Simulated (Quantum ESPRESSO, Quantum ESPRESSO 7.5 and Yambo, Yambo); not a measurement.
# Beyond one shot: SiC (P6_3mc)

Aim: iterate the self-energy on SiC (P6_3mc) and follow the gap from cycle to cycle.

Main program and level: Quantum ESPRESSO 7.5 and Yambo 5.3.0; PBE and many-body steps on it, plane waves.

**Experimental background.**

- Gap 3 eV: optical absorption onset, approximate; UV-Vis-NIR transmission; bulk crystal (400 micron semi-insulating 6H-SiC wafer) (“Effects of energetic ion irradiation on WSe2/SiC heterostructures”, 2017, pmc:5482891).

- Gap 3.03 eV: indirect gap, experimental literature value; quoted from earlier experiment; bulk crystal (quoted in “Charge spill-out and work function of few-layer graphene on SiC(0001)”, 2018, arxiv:1806.04908).

- Gap 3.02 eV: band gap at cryogenic temperature; bulk crystal (literature value) (quoted in “Silicon carbide diodes for neutron detection”, 2020, arxiv:2009.14696).

Report form: the programs' logs are mostly left out.

## 1. The structure

Symmetry: P6_3mc, No. 186, hexagonal system. Conventional cell: a = 3.077 Å, b = 3.077 Å, c = 15.098 Å, α = 90.00°, β = 90.00°, γ = 120.00°. Nearest to Si lie 4 C at 1.88 to 1.89 Å. Si has 4 C at 1.89 Å nearest. Nearest to C lie 4 Si at 1.88 to 1.89 Å. Nearest to C lie 4 Si at 1.89 Å. Farther neighbours are not listed.

The cell and positions are those that the Materials Project relaxed with its own functionals (PBE, PBE+U or r2SCAN), kept fixed.

## 2. Empty states on the mesh, 6×6×1 mesh, 154 bands

This step: Quantum ESPRESSO 7.5; DFT, PBE, plane waves, norm-conserving pseudopotentials.

The sums over transitions need many empty states on a uniform mesh; this step solves for them.

pw.in

```
&control
  calculation = 'nscf'
  prefix = 'x'
  outdir = 'o'
  pseudo_dir = 'pseudo'
/
&system
  ibrav = 0
  nat = 12
  ntyp = 2
  ecutwfc = 74.0
  nbnd = 154
  force_symmorphic = .true.
/
&electrons
  conv_thr = 1e-9
  electron_maxstep = 80
  diago_full_acc = .true.
  diago_thr_init = 5e-6
/
ATOMIC_SPECIES
  Si 28.085 Si.upf
  C 12.011 C.upf
CELL_PARAMETERS angstrom
  3.0766210102 -0.0000000000 0.0000000000
  -1.5383105051 2.6644319527 0.0000000000
  0.0000000000 0.0000000000 15.0980843200
ATOMIC_POSITIONS crystal
  Si 0.3333333333 0.6666666667 0.8329861500
  Si 0.6666666667 0.3333333333 0.3329861500
  Si 0.6666666667 0.3333333333 0.6665006000
  Si 0.3333333333 0.6666666667 0.1665006000
  Si 0.0000000000 0.0000000000 0.4997294200
  Si 0.0000000000 0.0000000000 0.9997294200
  C 0.0000000000 0.0000000000 0.8743664100
  C 0.0000000000 0.0000000000 0.3743664100
  C 0.3333333333 0.6666666667 0.7079967800
  C 0.6666666667 0.3333333333 0.2079967800
  C 0.6666666667 0.3333333333 0.5415216400
  C 0.3333333333 0.6666666667 0.0415216400
K_POINTS automatic
  6 6 1 0 0 0
```

Command:

```console
$ OMP_NUM_THREADS=1 mpirun -n 4 pw.x -nk 4 -in pw.in > pw.out
```

Elapsed: 32 s, on 4 MPI ranks of Arm Neoverse V1, shared host; peak memory 0.76 GiB; 2.1 min of CPU time.

This step gave:

```
gap                                                           : 2.027 eV
k of the valence top                                          : 0, 0, 0
k of the conduction bottom                                    : 0, -0.5, 0
least direct gap                                              : 3.130 eV
k points computed                                             : 7
lowest point of the top converged band, above the valence top : 46.07 eV
```

On this mesh the gap is 2.027 eV.

The density comes from a self-consistent run that is not shown.

## 3. Conversion and set-up

This step: Yambo 5.3.0; conversion and set-up on PBE, plane waves, norm-conserving pseudopotentials.

The states are converted to the many-body program's format and the q mesh is built.

Command:

```console
$ (cd o/x.save; p2y > p2y.log; mv SAVE ../..); yambo > setup.log
```

Run time: 2.5 s. Hardware: 1 MPI rank; peak memory 0.24 GiB.

## 4. G0W0

G0W0 replaces the xc potential by the self-energy, built once from these orbitals. Only a window of levels is corrected, while the sums run over the empty bands that the input names.

This step: G0W0 on PBE, plane waves, norm-conserving pseudopotentials.

gw1.in

```
HF_and_locXC
gw0
dyson
ppa
em1d
rim_cut
RandQpts= 1000000
RandGvec= 1 RL
EXXRLvcs= 74 Ry
VXCRLvcs= 296 Ry
Chimod= "HARTREE"
% BndsRnXp
 1 | 154 |
%
NGsBlkXp= 7 Ry
% LongDrXp
 1 | 1 | 1 |
%
% GbndRnge
 1 | 154 |
%
DysSolver= "n"
ExtendOut
PPAPntXp= 27.21138 eV
% QPkrange
 1 | 7 | 15 | 32 |
%
```

Command:

```console
$ OMP_NUM_THREADS=1 mpirun -n 4 yambo -F gw1.in -J gw1 -C gw1 > gw1.log
```

Wall time 14 min (4 MPI ranks); peak memory 2.7 GiB.

Numbers from this step:

* G0W0 gap on the mesh: 2.559 eV
* starting gap on the mesh: 2.027 eV
* k of the valence top: 0, 0, 0
* k of the conduction bottom: 0, -0.5, 0
* least direct G0W0 gap on the computed points: 3.840 eV
* Z at the valence top: 0.8038
* Z at the conduction bottom: 0.8253

The gap on the mesh goes from 2.03 eV to 2.56 eV, a correction of +0.53 eV.

## 5. evGW0, cycle 1

This step: evGW0 on PBE, plane waves, norm-conserving pseudopotentials.

gw2.in, as its differences from gw1.in of step 4:

```diff
@@ -27 +27,2 @@
 %
+GfnQPdb= "E < ./gw1/ndb.QP"
```

Command:

```console
$ OMP_NUM_THREADS=1 mpirun -n 4 yambo -F gw2.in -J gw2,gw1_W -C gw2 > gw2.log
```

Wall time 12 min (4 MPI ranks); peak memory 2.6 GiB.

Numbers from this step:

```yaml
quasiparticle_gap_on_the_mesh: 2.643 eV
gap_of_the_density_functional_on_the_mesh: 2.027 eV
k_of_the_valence_top: 0, 0, 0
k_of_the_conduction_bottom: 0, -0.5, 0
least_direct_quasiparticle_gap_on_the_computed_points: 3.945 eV
z_at_the_valence_top: 0.8087
z_at_the_conduction_bottom: 0.8329
```

Against G0W0 in Yambo (6×6×1 mesh, 154 bands, screening to 95.2 eV, Godby-Needs plasmon pole), the gap moves by +0.084 eV.

The program's own table gives 2.732 eV, which is too large where the input levels are shifted: this version takes Σc at the unshifted level E₀, yet steps from the shifted one. The value above is the Newton step from E₀, E₀ + Z(Σc + Σx − Vxc), rebuilt from the printed columns.

## 6. evGW0, cycle 2

The corrected levels of the last cycle go back in.

gw3.in, as its differences from gw2.in of step 5:

```diff
@@ -27,2 +27,2 @@
 %
-GfnQPdb= "E < ./gw1/ndb.QP"
+GfnQPdb= "E < ./gw2_fix/ndb.QP"
```

Command:

```console
$ OMP_NUM_THREADS=1 mpirun -n 4 yambo -F gw3.in -J gw3,gw1_W -C gw3 > gw3.log
```

The job ended after 12 min (4 MPI ranks; peak memory 2.6 GiB; 46 min of CPU time).

Numbers from this step:

| Property | Result |
| --- | --- |
| quasiparticle gap on the mesh | 2.656 eV |
| gap of the density functional on the mesh | 2.027 eV |
| k of the valence top | 0, 0, 0 |
| k of the conduction bottom | 0, -0.5, 0 |
| least direct quasiparticle gap on the computed points | 3.961 eV |

Against the cycle before, the gap moves by +0.013 eV.

The program's own table gives 2.758 eV, which is too large where the input levels are shifted: this version takes Σc at the unshifted level E₀, yet steps from the shifted one. The value above is the Newton step from E₀, E₀ + Z(Σc + Σx − Vxc), rebuilt from the printed columns.

## 7. evGW0, cycle 3

gw4.in, as its differences from gw3.in of step 6:

```diff
@@ -27,2 +27,2 @@
 %
-GfnQPdb= "E < ./gw2_fix/ndb.QP"
+GfnQPdb= "E < ./gw3_fix/ndb.QP"
```

Command:

```console
$ OMP_NUM_THREADS=1 mpirun -n 4 yambo -F gw4.in -J gw4,gw1_W -C gw4 > gw4.log
```

Wall time 12 min (4 MPI ranks); peak memory 2.6 GiB.

Numbers from this step:

* quasiparticle gap on the mesh: 2.658 eV
* gap of the density functional on the mesh: 2.027 eV
* k of the valence top: 0, 0, 0
* k of the conduction bottom: 0, -0.5, 0
* least direct quasiparticle gap on the computed points: 3.963 eV

Against the cycle before, the gap moves by +0.002 eV.

The program's own table gives 2.762 eV, which is too large where the input levels are shifted: this version takes Σc at the unshifted level E₀, yet steps from the shifted one. The value above is the Newton step from E₀, E₀ + Z(Σc + Σx − Vxc), rebuilt from the printed columns.

## 8. evGW, cycle 1

This step: evGW on PBE, plane waves, norm-conserving pseudopotentials.

gw5.in, as its differences from gw4.in of step 7:

```diff
@@ -27,2 +27,3 @@
 %
-GfnQPdb= "E < ./gw3_fix/ndb.QP"
+GfnQPdb= "E < ./gw1/ndb.QP"
+XfnQPdb= "E < ./gw1/ndb.QP"
```

Command:

```console
$ OMP_NUM_THREADS=1 mpirun -n 4 yambo -F gw5.in -J gw5 -C gw5 > gw5.log
```

The job ended after 14 min (4 MPI ranks; peak memory 2.7 GiB).

This step gave:

```yaml
quasiparticle_gap_on_the_mesh: 2.780 eV
gap_of_the_density_functional_on_the_mesh: 2.027 eV
k_of_the_valence_top: 0, 0, 0
k_of_the_conduction_bottom: 0, -0.5, 0
least_direct_quasiparticle_gap_on_the_computed_points: 4.092 eV
```

Against G0W0 in Yambo (6×6×1 mesh, 154 bands, screening to 95.2 eV, Godby-Needs plasmon pole), the gap moves by +0.221 eV.

The program's own table gives 2.863 eV, which is too large where the input levels are shifted: this version takes Σc at the unshifted level E₀, yet steps from the shifted one. The value above is the Newton step from E₀, E₀ + Z(Σc + Σx − Vxc), rebuilt from the printed columns.

## 9. evGW, cycle 2

gw6.in, as its differences from gw5.in of step 8:

```diff
@@ -27,3 +27,3 @@
 %
-GfnQPdb= "E < ./gw1/ndb.QP"
-XfnQPdb= "E < ./gw1/ndb.QP"
+GfnQPdb= "E < ./gw5_fix/ndb.QP"
+XfnQPdb= "E < ./gw5_fix/ndb.QP"
```

Command:

```console
$ OMP_NUM_THREADS=1 mpirun -n 4 yambo -F gw6.in -J gw6 -C gw6 > gw6.log
```

It took 14 min on 4 MPI ranks; peak memory 2.7 GiB.

Numbers from this step:

| Item | Value |
| --- | --- |
| quasiparticle gap on the mesh | 2.848 eV |
| gap of the density functional on the mesh | 2.027 eV |
| k of the valence top | 0, 0, 0 |
| k of the conduction bottom | 0, -0.5, 0 |
| least direct quasiparticle gap on the computed points | 4.168 eV |

Against the cycle before, the gap moves by +0.068 eV.

The program's own table gives 2.962 eV, which is too large where the input levels are shifted: this version takes Σc at the unshifted level E₀, yet steps from the shifted one. The value above is the Newton step from E₀, E₀ + Z(Σc + Σx − Vxc), rebuilt from the printed columns.

## 10. evGW, cycle 3

gw7.in, as its differences from gw6.in of step 9:

```diff
@@ -27,3 +27,3 @@
 %
-GfnQPdb= "E < ./gw5_fix/ndb.QP"
-XfnQPdb= "E < ./gw5_fix/ndb.QP"
+GfnQPdb= "E < ./gw6_fix/ndb.QP"
+XfnQPdb= "E < ./gw6_fix/ndb.QP"
```

Command:

```console
$ OMP_NUM_THREADS=1 mpirun -n 4 yambo -F gw7.in -J gw7 -C gw7 > gw7.log
```

The job ended after 14 min (4 MPI ranks; peak memory 2.7 GiB; 57 min of CPU time).

This step gave:

| Item | Value |
| --- | --- |
| quasiparticle gap on the mesh | 2.868 eV |
| gap of the density functional on the mesh | 2.027 eV |
| k of the valence top | 0, 0, 0 |
| k of the conduction bottom | 0, -0.5, 0 |
| least direct quasiparticle gap on the computed points | 4.189 eV |

Against the cycle before, the gap moves by +0.020 eV.

The program's own table gives 2.991 eV, which is too large where the input levels are shifted: this version takes Σc at the unshifted level E₀, yet steps from the shifted one. The value above is the Newton step from E₀, E₀ + Z(Σc + Σx − Vxc), rebuilt from the printed columns.

## 11. evGW, cycle 4

gw8.in, as its differences from gw7.in of step 10:

```diff
@@ -27,3 +27,3 @@
 %
-GfnQPdb= "E < ./gw6_fix/ndb.QP"
-XfnQPdb= "E < ./gw6_fix/ndb.QP"
+GfnQPdb= "E < ./gw7_fix/ndb.QP"
+XfnQPdb= "E < ./gw7_fix/ndb.QP"
```

Command:

```console
$ OMP_NUM_THREADS=1 mpirun -n 4 yambo -F gw8.in -J gw8 -C gw8 > gw8.log
```

Elapsed: 14 min, on 4 MPI ranks; peak memory 2.7 GiB.

This step gave:

- quasiparticle gap on the mesh: 2.874 eV
- gap of the density functional on the mesh: 2.027 eV
- k of the valence top: 0, 0, 0
- k of the conduction bottom: 0, -0.5, 0
- least direct quasiparticle gap on the computed points: 4.196 eV

Against the cycle before, the gap moves by +0.006 eV.

The program's own table gives 2.999 eV, which is too large where the input levels are shifted: this version takes Σc at the unshifted level E₀, yet steps from the shifted one. The value above is the Newton step from E₀, E₀ + Z(Σc + Σx − Vxc), rebuilt from the printed columns.

## 12. The runs together

Times are wall times on 4 MPI ranks of Arm Neoverse V1, shared host, good to a factor of about two.

| run | mesh | bands | screening cutoff (eV) | DFT gap (eV) | gap on the mesh (eV) | direct (eV) | time |
| --- | --- | --- | --- | --- | --- | --- | --- |
| G0W0 | 6×6×1 | 154 | 95.2 | 2.027 | 2.559 | 3.840 | 14 min |
| evGW0, cycle 1 | 6×6×1 | 154 | 95.2 | 2.027 | 2.643 | 3.945 | 12 min |
| evGW0, cycle 2 | 6×6×1 | 154 | 95.2 | 2.027 | 2.656 | 3.961 | 12 min |
| evGW0, cycle 3 | 6×6×1 | 154 | 95.2 | 2.027 | 2.658 | 3.963 | 12 min |
| evGW, cycle 1 | 6×6×1 | 154 | 95.2 | 2.027 | 2.780 | 4.092 | 14 min |
| evGW, cycle 2 | 6×6×1 | 154 | 95.2 | 2.027 | 2.848 | 4.168 | 14 min |
| evGW, cycle 3 | 6×6×1 | 154 | 95.2 | 2.027 | 2.868 | 4.189 | 14 min |
| evGW, cycle 4 | 6×6×1 | 154 | 95.2 | 2.027 | 2.874 | 4.196 | 14 min |

## 13. Outcome

- G0W0: 2.559 eV
- evGW0, cycle 1: 2.643 eV
- evGW0, cycle 2: 2.656 eV
- evGW0, cycle 3: 2.658 eV
- evGW, cycle 1: 2.780 eV
- evGW, cycle 2: 2.848 eV
- evGW, cycle 3: 2.868 eV
- evGW, cycle 4: 2.874 eV
- known limits: not at the basis limit; coarse k mesh

evGW0 ends at 2.66 eV, +0.10 eV from G0W0, after 3 cycles that took 35 min beside the first screening; the last moved the gap by 0.002 eV. evGW ends at 2.87 eV, +0.31 eV from G0W0, after 4 cycles that took 57 min beside the first screening; the last moved the gap by 0.006 eV. Against experiment, by evGW, cycle 4: the gap of 2.87 eV lies −0.13 eV from the measured 3 eV (optical, 2017); the gap of 2.87 eV lies −0.16 eV from the measured 3.03 eV (indirect, quoted 2018); the gap of 2.87 eV lies −0.15 eV from the measured 3.02 eV (kind not stated, quoted 2020). An exciton line or allowed optical edge lies below the quasiparticle gap by the binding energy; a forbidden edge can push the onset above it. These are gaps on the mesh, at modest bands and cutoff. The calculation has static nuclei and no excitons; a measured gap holds zero-point and thermal motion, which mostly lowers it. Bands and cutoff are finite, so the gap is not at the basis limit. The miss can reach some tenths of an eV and take either sign; the mesh is an error of its own. The 6×6×1 mesh is coarse for this cell, which bears on the long-range parts of exchange and screening.

[Paths, hosts, dates, memory and timing lines, banners, echoed tables and standing remarks are left out of the program output.]

[Logs are printed without paths, hosts, clocks, repeated set-up lines and the standing remarks that a program may print on its own settings, such as how far it seeks lower states.]

[Runs of the session that timed out or met a known fault of the program may be left out.]

[Hosts, paths, dates, database ids (printed as entryN), source tags and the programs' standing remarks are cut or masked in the printed files.]
